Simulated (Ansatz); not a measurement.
Skutterudite CoSb3, treated with revPBE (Ansatz, a program for electronic structure, PAW).

Numerical settings: plane-wave cutoff 520 eV, 6×6×6 k mesh, Fermi–Dirac smearing 0.01 eV, no spin polarisation, scalar-relativistic PAW data made under PBE.

Shape and atoms are relaxed at each volume.

Pressure at four volumes; x = ln(V/24.077 Å³). One pressure is withheld.

```json
[
 {"V (Å³/atom)": "23.114", "x": "-0.0408", "P (GPa)": "3.60"},
 {"V (Å³/atom)": "24.077", "x": "0.0000", "P (GPa)": "0.00"},
 {"V (Å³/atom)": "24.559", "x": "0.0198", "P (GPa)": "-1.51"},
 {"V (Å³/atom)": "25.040", "x": "0.0392", "P (GPa)": "?"}
]
```

**Question.** Pass a parabola P(x) through the three rows shown, estimate the bulk modulus and its pressure derivative near zero pressure, and predict the withheld pressure.

**Answer.** Slopes between the rows: (0.00 − (3.60))/(0.0000 − (-0.0408)) = -88.24 and (-1.51 − (0.00))/(0.0198 − (0.0000)) = -76.26 GPa. Their difference over the span 0.0606 is c = 11.98/0.0606 = 197.7 GPa, so P(x) = 3.60 + (-88.24)(x − (-0.0408)) + 197.7 (x − (-0.0408))(x − (0.0000)). At the middle row B = −dP/dx = −[-88.24 + 197.7 × 0.0408] = 80.2 GPa, and B′ = dB/dP = 2c/B = 4.9. At x = 0.0392 the parabola gives -2.84 GPa; the run gives -2.85 GPa. The Birch–Murnaghan fit to the energies at all volumes has B0 = 79.9 GPa and B′ = 4.9.

Measured, for comparison: bulk modulus 95 ± 5 GPa (room temperature, not corrected to a static lattice, our sources range from 85.0 to 95.0; as tabulated in Alexeev et al. (2016), arXiv:1601.07731). Computed (rounded) less measured: bulk modulus -16 % (-6 % to -16 % over the range).

Note: the bulk modulus comes from volumes at which shape and atoms were relaxed.

Spin–orbit coupling is not included.
